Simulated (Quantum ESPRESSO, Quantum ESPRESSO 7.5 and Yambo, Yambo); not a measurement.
**A GW chain in Yambo: SiC (P6_3mc)**

Wanted: ground state, empty states, screening and self-energy for SiC (P6_3mc).

Program: Quantum ESPRESSO 7.5 and Yambo 5.3.0. Level of theory: PBE and many-body steps on it, plane waves. Results are calculated unless marked as measured.

**Experimental background.**

- Gap 3.33 eV: band gap at cryogenic temperature; bulk crystal (literature value) (quoted in “Silicon carbide diodes for neutron detection”, 2020, arxiv:2009.14696).

### 1. The structure

The structure is hexagonal, space group P6_3mc (No. 186). The conventional cell has a = 3.074 Å, b = 3.074 Å, c = 5.045 Å, α = 90.00°, β = 90.00°, γ = 120.00°. Nearest to Si lie 4 C at 1.88 to 1.90 Å. Nearest to C lie 4 Si at 1.88 to 1.90 Å. Farther neighbours are not listed.

The cell and positions are those that the Materials Project relaxed with its own functionals (PBE, PBE+U or r2SCAN), kept fixed.

### 2. Ground state

This step: Quantum ESPRESSO 7.5; DFT, PBE, plane waves, norm-conserving pseudopotentials.

The ground-state density comes first.

pw.in reads:

```
&control
  calculation = 'scf'
  prefix = 'x'
  outdir = 'o'
  pseudo_dir = 'pseudo'
/
&system
  ibrav = 0
  nat = 4
  ntyp = 2
  ecutwfc = 74.0
  nbnd = 14
  force_symmorphic = .true.
/
&electrons
  conv_thr = 1e-10
  electron_maxstep = 80
  mixing_beta = 0.5
/
ATOMIC_SPECIES
  Si 28.085 Si.upf
  C 12.011 C.upf
CELL_PARAMETERS angstrom
  3.0735139282 0.0000000000 0.0000000000
  -1.5367569641 2.6617411407 0.0000000000
  0.0000000000 0.0000000000 5.0452477100
ATOMIC_POSITIONS crystal
  Si 0.3333333333 0.6666666667 0.4996024000
  Si 0.6666666667 0.3333333333 0.9996024000
  C 0.3333333333 0.6666666667 0.8753976000
  C 0.6666666667 0.3333333333 0.3753976000
K_POINTS automatic
  6 6 4 0 0 0
```

The run is started by

```console
$ OMP_NUM_THREADS=1 mpirun -n 4 pw.x -nk 4 -in pw.in > pw.out
```

What it wrote:

```text
Program PWSCF v.7.5 starts

     This program is part of the open-source Quantum ESPRESSO suite
     for quantum simulation of materials; please cite
         "P. Giannozzi et al., J. Phys.:Condens. Matter 21 395502 (2009);
         "P. Giannozzi et al., J. Phys.:Condens. Matter 29 465901 (2017);
         "P. Giannozzi et al., J. Chem. Phys. 152 154105 (2020);
     in publications or presentations arising from this work. More details at
     Message from routine setup:
     using ibrav=0 with symmetry is DISCOURAGED, use correct ibrav instead

     G-vector sticks info

     bravais-lattice index     =            0
     lattice parameter (alat)  =       5.8081  a.u.
     unit-cell volume          =     278.5352 (a.u.)^3
     number of atoms/cell      =            4
     number of atomic types    =            2
     number of electrons       =        16.00
     number of Kohn-Sham states=           14
     kinetic-energy cutoff     =      74.0000  Ry
     charge density cutoff     =     296.0000  Ry
     scf convergence threshold =      1.0E-10
     mixing beta               =       0.5000
     number of iterations used =            8  plain     mixing
     Exchange-correlation= PBE
                           (   1   4   3   4   0   0   0)

     celldm(1)=   5.808100  celldm(2)=   0.000000  celldm(3)=   0.000000
     celldm(4)=   0.000000  celldm(5)=   0.000000  celldm(6)=   0.000000

     crystal axes: (cart. coord. in units of alat)
               a(1) = (   1.000000   0.000000   0.000000 )
               a(2) = (  -0.500000   0.866025   0.000000 )
               a(3) = (   0.000000   0.000000   1.641524 )

     reciprocal axes: (cart. coord. in units 2 pi/alat)
               b(1) = (  1.000000  0.577350 -0.000000 )
               b(2) = (  0.000000  1.154701  0.000000 )
               b(3) = (  0.000000 -0.000000  0.609190 )
     Pseudo is Norm-conserving + core correction, Zval =  4.0
     Generated using ONCVPSP code by D. R. Hamann
     Using radial grid of 1510 points,  6 beta functions with:
     Pseudo is Norm-conserving + core correction, Zval =  4.0
     Generated using ONCVPSP code by D. R. Hamann
     Using radial grid of 1248 points,  4 beta functions with:
     Si                4.00    28.08500     Si( 1.00)
     C                 4.00    12.01100     C ( 1.00)

      6 Sym. Ops. (no inversion) found

   Cartesian axes

     site n.     atom                  positions (alat units)
         1        Si     tau(   1) = (  -0.0000000   0.5773503   0.8201095  )
         2        Si     tau(   2) = (   0.5000000   0.2886751   1.6408716  )
         3        C      tau(   3) = (  -0.0000000   0.5773503   1.4369864  )
         4        C      tau(   4) = (   0.5000000   0.2886751   0.6162243  )

     number of k points=    24
                       cart. coord. in units 2pi/alat
        k(    1) = (   0.0000000   0.0000000   0.0000000), wk =   0.0138889
        k(    2) = (   0.0000000   0.0000000   0.1522975), wk =   0.0277778
        k(    3) = (   0.0000000   0.0000000  -0.3045949), wk =   0.0138889
        k(    4) = (   0.0000000   0.1924501   0.0000000), wk =   0.0833333
        k(    5) = (   0.0000000   0.1924501   0.1522975), wk =   0.0833333
        k(    6) = (   0.0000000   0.1924501  -0.3045949), wk =   0.0833333
        k(    7) = (   0.0000000   0.3849002   0.0000000), wk =   0.0833333
        k(    8) = (   0.0000000   0.3849002   0.1522975), wk =   0.0833333
        k(    9) = (   0.0000000   0.3849002  -0.3045949), wk =   0.0833333
        k(   10) = (   0.0000000  -0.5773503   0.0000000), wk =   0.0416667
     [... 12 further rows ...]
        k(   23) = (   0.0000000  -0.3849002   0.1522975), wk =   0.0833333
        k(   24) = (  -0.1666667  -0.4811252   0.1522975), wk =   0.1666667

     Dense  grid:    23897 G-vectors     FFT dimensions: (  32,  32,  54)

     Initial potential from superposition of free atoms

     starting charge      15.9987, renormalised to      16.0000
     Starting wfcs are   16 randomized atomic wfcs

     per-process dynamical memory:    22.7 Mb

     Self-consistent Calculation

     iteration #  1     ecut=    74.00 Ry     beta= 0.50

     total energy              =     -40.86332991 Ry
     estimated scf accuracy    <       0.87900718 Ry

     iteration #  2     ecut=    74.00 Ry     beta= 0.50

     total energy              =     -41.07382222 Ry
     estimated scf accuracy    <       0.04103013 Ry

     iteration #  3     ecut=    74.00 Ry     beta= 0.50

     total energy              =     -41.07693967 Ry
     estimated scf accuracy    <       0.00696220 Ry

     iteration #  4     ecut=    74.00 Ry     beta= 0.50

     total energy              =     -41.07735316 Ry
     estimated scf accuracy    <       0.00172967 Ry

     iteration #  5     ecut=    74.00 Ry     beta= 0.50

     total energy              =     -41.07779233 Ry
     estimated scf accuracy    <       0.00009556 Ry

     iteration #  6     ecut=    74.00 Ry     beta= 0.50

     total energy              =     -41.07781315 Ry
     estimated scf accuracy    <       0.00000025 Ry

     iteration #  7     ecut=    74.00 Ry     beta= 0.50

     total energy              =     -41.07781359 Ry
     estimated scf accuracy    <       0.00000083 Ry

     iteration #  8     ecut=    74.00 Ry     beta= 0.50

     total energy              =     -41.07781365 Ry
     estimated scf accuracy    <       0.00000006 Ry

     iteration #  9     ecut=    74.00 Ry     beta= 0.50

     total energy              =     -41.07781367 Ry
     estimated scf accuracy    <          4.3E-10 Ry

     iteration # 10     ecut=    74.00 Ry     beta= 0.50

     total energy              =     -41.07781367 Ry
     estimated scf accuracy    <          7.7E-10 Ry

     iteration # 11     ecut=    74.00 Ry     beta= 0.50

     total energy              =     -41.07781367 Ry
     estimated scf accuracy    <          1.2E-10 Ry

     iteration # 12     ecut=    74.00 Ry     beta= 0.50

     End of self-consistent calculation

          k = 0.0000 0.0000 0.0000 (  2973 PWs)   bands (ev):

    -5.9142  -2.3411   0.9590   8.3610   8.3610   9.5663   9.6798   9.6798
    14.5003  15.8995  16.3620  16.3620  17.4420  18.6499

          k = 0.0000 0.0000 0.1523 (  2948 PWs)   bands (ev):

    -5.6095  -3.3614   2.4730   8.0620   8.5291   8.5291   9.4580   9.4580
    14.7823  16.4832  16.4832  16.7207  17.0130  18.0226

          k = 0.0000 0.0000-0.3046 (  2978 PWs)   bands (ev):

    -4.7179  -4.7179   5.2282   5.2282   8.9667   8.9667   8.9667   8.9667
    15.5923  15.5923  17.0455  17.0455  17.0455  17.0455

          k = 0.0000 0.1925 0.0000 (  2974 PWs)   bands (ev):

     [... further k-points ...]

     highest occupied, lowest unoccupied level (ev):     9.6798   11.9551

!    total energy              =     -41.07781367 Ry
     estimated scf accuracy    <          1.8E-11 Ry

     The total energy is the sum of the following terms:
     one-electron contribution =      11.15667180 Ry
     hartree contribution      =       4.73450404 Ry
     xc contribution           =     -15.13020564 Ry
     ewald contribution        =     -41.83878387 Ry

     convergence has been achieved in  12 iterations

     XML data file, charge density, pseudopotentials, collected wavefunctions

=------------------------------------------------------------------------------=
   JOB DONE.
=------------------------------------------------------------------------------=
```

Run time: 5.3 s. Hardware: 4 MPI ranks of Arm Neoverse V1, shared host; peak memory 0.24 GiB; 21 s of CPU time.

This step gave:

```
total energy               : -558.8921 eV
gap                        : 2.275 eV
k of the valence top       : 0, 0, 0
k of the conduction bottom : 0.3333, 0.3333, 0
least direct gap           : 3.985 eV
```

The gap is indirect, with the least direct gap 1.71 eV higher.

### 3. Bands along the symmetry lines

Levels along a band path, at the cheap level, show where the edges lie and whether the meshes to come will hold them.

pw.in reads:

```
&control
  calculation = 'bands'
  prefix = 'x'
  outdir = 'o'
  pseudo_dir = 'pseudo'
/
&system
  ibrav = 0
  nat = 4
  ntyp = 2
  ecutwfc = 74.0
  nbnd = 14
  force_symmorphic = .true.
/
&electrons
  conv_thr = 1e-9
  electron_maxstep = 80
  diago_full_acc = .true.
  diago_thr_init = 5e-6
/
ATOMIC_SPECIES
  Si 28.085 Si.upf
  C 12.011 C.upf
CELL_PARAMETERS angstrom
  3.0735139282 0.0000000000 0.0000000000
  -1.5367569641 2.6617411407 0.0000000000
  0.0000000000 0.0000000000 5.0452477100
ATOMIC_POSITIONS crystal
  Si 0.3333333333 0.6666666667 0.4996024000
  Si 0.6666666667 0.3333333333 0.9996024000
  C 0.3333333333 0.6666666667 0.8753976000
  C 0.6666666667 0.3333333333 0.3753976000
K_POINTS crystal
  75
  0.00000000 0.00000000 0.00000000 1
  0.06250000 0.00000000 0.00000000 1
  0.12500000 0.00000000 0.00000000 1
  0.18750000 0.00000000 0.00000000 1
  0.25000000 0.00000000 0.00000000 1
  0.31250000 0.00000000 0.00000000 1
  0.37500000 0.00000000 0.00000000 1
  0.43750000 0.00000000 0.00000000 1
  0.50000000 0.00000000 0.00000000 1
  0.47916667 0.04166667 0.00000000 1
  0.45833333 0.08333333 0.00000000 1
  0.43750000 0.12500000 0.00000000 1
  0.41666666 0.16666666 0.00000000 1
  0.39583333 0.20833333 0.00000000 1
  0.37500000 0.25000000 0.00000000 1
  0.35416666 0.29166666 0.00000000 1
  0.33333333 0.33333333 0.00000000 1
  0.29166666 0.29166666 0.00000000 1
  0.25000000 0.25000000 0.00000000 1
  0.20833333 0.20833333 0.00000000 1
  0.16666666 0.16666666 0.00000000 1
  0.12500000 0.12500000 0.00000000 1
  0.08333333 0.08333333 0.00000000 1
  0.04166667 0.04166667 0.00000000 1
  0.00000000 0.00000000 0.00000000 1
  0.00000000 0.00000000 0.06250000 1
  0.00000000 0.00000000 0.12500000 1
  0.00000000 0.00000000 0.18750000 1
  0.00000000 0.00000000 0.25000000 1
  0.00000000 0.00000000 0.31250000 1
  0.00000000 0.00000000 0.37500000 1
  0.00000000 0.00000000 0.43750000 1
  0.00000000 0.00000000 0.50000000 1
  0.06250000 0.00000000 0.50000000 1
  0.12500000 0.00000000 0.50000000 1
  0.18750000 0.00000000 0.50000000 1
  0.25000000 0.00000000 0.50000000 1
  0.31250000 0.00000000 0.50000000 1
  0.37500000 0.00000000 0.50000000 1
  0.43750000 0.00000000 0.50000000 1
  0.50000000 0.00000000 0.50000000 1
  0.47916667 0.04166667 0.50000000 1
  0.45833333 0.08333333 0.50000000 1
  0.43750000 0.12500000 0.50000000 1
  0.41666666 0.16666666 0.50000000 1
  0.39583333 0.20833333 0.50000000 1
  0.37500000 0.25000000 0.50000000 1
  0.35416666 0.29166666 0.50000000 1
  0.33333333 0.33333333 0.50000000 1
  0.29166666 0.29166666 0.50000000 1
  0.25000000 0.25000000 0.50000000 1
  0.20833333 0.20833333 0.50000000 1
  0.16666666 0.16666666 0.50000000 1
  0.12500000 0.12500000 0.50000000 1
  0.08333333 0.08333333 0.50000000 1
  0.04166667 0.04166667 0.50000000 1
  0.00000000 0.00000000 0.50000000 1
  0.50000000 0.00000000 0.50000000 1
  0.50000000 0.00000000 0.43750000 1
  0.50000000 0.00000000 0.37500000 1
  0.50000000 0.00000000 0.31250000 1
  0.50000000 0.00000000 0.25000000 1
  0.50000000 0.00000000 0.18750000 1
  0.50000000 0.00000000 0.12500000 1
  0.50000000 0.00000000 0.06250000 1
  0.50000000 -0.00000000 0.00000000 1
  0.33333333 0.33333333 0.50000000 1
  0.33333333 0.33333333 0.43750000 1
  0.33333333 0.33333333 0.37500000 1
  0.33333333 0.33333333 0.31250000 1
  0.33333333 0.33333333 0.25000000 1
  0.33333333 0.33333333 0.18750000 1
  0.33333333 0.33333333 0.12500000 1
  0.33333333 0.33333333 0.06250000 1
  0.33333333 0.33333333 0.00000000 1
```

What it wrote:

```text
[banner, memory and clock lines left out]
Program PWSCF v.7.5 starts

     Atomic positions and unit cell read from directory:
     o/x.save/

     Message from routine setup:
     using ibrav=0 with symmetry is DISCOURAGED, use correct ibrav instead

     G-vector sticks info

     bravais-lattice index     =            0
     lattice parameter (alat)  =       5.8081  a.u.
     unit-cell volume          =     278.5352 (a.u.)^3
     number of atoms/cell      =            4
     number of atomic types    =            2
     number of electrons       =        16.00
     number of Kohn-Sham states=           14
     kinetic-energy cutoff     =      74.0000  Ry
     charge density cutoff     =     296.0000  Ry
     Exchange-correlation= PBE
                           (   1   4   3   4   0   0   0)

     celldm(1)=   5.808100  celldm(2)=   0.000000  celldm(3)=   0.000000
     celldm(4)=   0.000000  celldm(5)=   0.000000  celldm(6)=   0.000000

     crystal axes: (cart. coord. in units of alat)
               a(1) = (   1.000000   0.000000   0.000000 )
               a(2) = (  -0.500000   0.866025   0.000000 )
               a(3) = (   0.000000   0.000000   1.641524 )

     reciprocal axes: (cart. coord. in units 2 pi/alat)
               b(1) = (  1.000000  0.577350 -0.000000 )
               b(2) = (  0.000000  1.154701  0.000000 )
               b(3) = (  0.000000 -0.000000  0.609190 )
     Pseudo is Norm-conserving + core correction, Zval =  4.0
     Generated using ONCVPSP code by D. R. Hamann
     Using radial grid of 1510 points,  6 beta functions with:
     Pseudo is Norm-conserving + core correction, Zval =  4.0
     Generated using ONCVPSP code by D. R. Hamann
     Using radial grid of 1248 points,  4 beta functions with:
     Si                4.00    28.08500     Si( 1.00)
     C                 4.00    12.01100     C ( 1.00)

      6 Sym. Ops. (no inversion) found

   Cartesian axes

     site n.     atom                  positions (alat units)
         1        Si     tau(   1) = (  -0.0000000   0.5773503   0.8201095  )
         2        Si     tau(   2) = (   0.5000000   0.2886751   1.6408716  )
         3        C      tau(   3) = (  -0.0000000   0.5773503   1.4369864  )
         4        C      tau(   4) = (   0.5000000   0.2886751   0.6162243  )

     number of k points=    75
                       cart. coord. in units 2pi/alat
        k(    1) = (   0.0000000   0.0000000   0.0000000), wk =   0.0266667
        k(    2) = (   0.0625000   0.0360844   0.0000000), wk =   0.0266667
        k(    3) = (   0.1250000   0.0721688   0.0000000), wk =   0.0266667
[...]
[... 63 further rows ...]
        k(   74) = (   0.3333333   0.5773503   0.0380744), wk =   0.0266667
        k(   75) = (   0.3333333   0.5773503   0.0000000), wk =   0.0266667

     Dense  grid:    23897 G-vectors     FFT dimensions: (  32,  32,  54)

     The potential is recalculated from file :
     o/x.save/charge-density

     Starting wfcs are   16 randomized atomic wfcs

     Band Structure Calculation

     End of band structure calculation

          k = 0.0000 0.0000 0.0000 (  2973 PWs)   bands (ev):

    -5.9143  -2.3411   0.9590   8.3610   8.3610   9.5663   9.6798   9.6798
    14.5004  15.8995  16.3620  16.3620  17.4420  18.6499

          k = 0.0625 0.0361 0.0000 (  2985 PWs)   bands (ev):

    -5.8463  -2.2830   1.0219   7.9571   8.2373   9.4067   9.5295   9.6437
    14.7741  15.9005  16.3348  16.5064  17.5747  18.4675

          k = 0.1250 0.0722 0.0000 (  2966 PWs)   bands (ev):

    -5.6434  -2.1112   1.2079   6.9791   7.9267   8.7148   9.3752   9.5215
    14.9041  16.0929  16.5739  16.8767  17.3929  18.4935

[...]
k = 0.3333 0.5774 0.0381 (  2994 PWs)   bands (ev):

    -1.3982  -1.3982   2.9420   3.3197   3.3197   5.7422   5.7422   5.7864
    12.0419  17.8468  18.2195  18.2195  19.5121  19.5121

          k = 0.3333 0.5774 0.0000 (  3000 PWs)   bands (ev):

    -1.4077  -1.4077   2.9241   3.4113   3.4113   5.6266   5.6266   5.8382
    11.9551  17.8618  18.5453  18.5453  19.3526  19.3526

     XML data file, pseudopotentials, collected wavefunctions
```

It took 4.8 s on 4 MPI ranks; peak memory 0.21 GiB.

Numbers from this step:

- gap: 2.275 eV
- k of the valence top: 0, 0, 0
- k of the conduction bottom: 0.3333, 0.3333, 0
- least direct gap: 3.985 eV

The gap is 2.275 eV, as in the run before at this level.

Electronic bands along the path, in eV, zero at the top of the highest filled band; v1 is the highest filled band, c1 the lowest empty one:

```
    point     v4     v3     v2     v1    c1    c2    c3    c4
        Γ  -1.32  -0.11   0.00   0.00  4.82  6.22  6.68  6.68
  halfway  -2.97  -2.53  -1.02  -0.61  4.06  5.85  7.26  7.67
        M  -5.45  -3.33  -3.30  -1.20  2.79  4.23  6.90  7.14
  halfway  -5.40  -4.67  -3.37  -2.55  3.20  5.17  7.69  8.51
        K  -6.27  -4.05  -4.05  -3.84  2.28  8.18  8.87  8.87
  halfway  -4.15  -2.82  -1.45  -1.25  5.07  5.82  7.01  7.22
        Γ  -1.32  -0.11   0.00   0.00  4.82  6.22  6.68  6.68
  halfway  -1.15  -1.15  -0.22  -0.22  5.10  6.80  6.80  7.04
        A  -0.71  -0.71  -0.71  -0.71  5.91  5.91  7.37  7.37
  halfway  -2.96  -2.96  -1.72  -1.72  4.50  4.50  7.37  7.37
        L  -2.45  -2.45  -2.34  -2.34  3.29  3.29  5.27  5.27
  halfway  -4.26  -4.26  -1.92  -1.92  4.29  4.29  6.37  6.37
        H  -5.66  -5.66  -1.74  -1.74  5.08  5.08  6.03  6.03
  halfway  -3.02  -3.02  -2.50  -2.50  5.18  5.18  7.55  7.55
        A  -0.71  -0.71  -0.71  -0.71  5.91  5.91  7.37  7.37
jump to L  -2.45  -2.45  -2.34  -2.34  3.29  3.29  5.27  5.27
  halfway  -4.15  -3.10  -2.34  -1.63  3.11  3.27  6.64  7.05
        M  -5.45  -3.33  -3.30  -1.20  2.79  4.23  6.90  7.14
jump to H  -5.66  -5.66  -1.74  -1.74  5.08  5.08  6.03  6.03
  halfway  -6.47  -4.52  -2.82  -2.82  3.50  6.58  6.58  7.84
        K  -6.27  -4.05  -4.05  -3.84  2.28  8.18  8.87  8.87
```

[end of part 1 of 3]

[Paths, hosts, dates, memory and timing lines, banners, echoed tables and standing remarks are left out of the program output.]

[Logs are printed without paths, hosts, clocks, repeated set-up lines and the standing remarks that a program may print on its own settings, such as how far it seeks lower states.]

[Runs of the session that timed out or met a known fault of the program may be left out.]

[Hosts, paths, dates, database ids (printed as entryN), source tags and the programs' standing remarks are cut or masked in the printed files.]
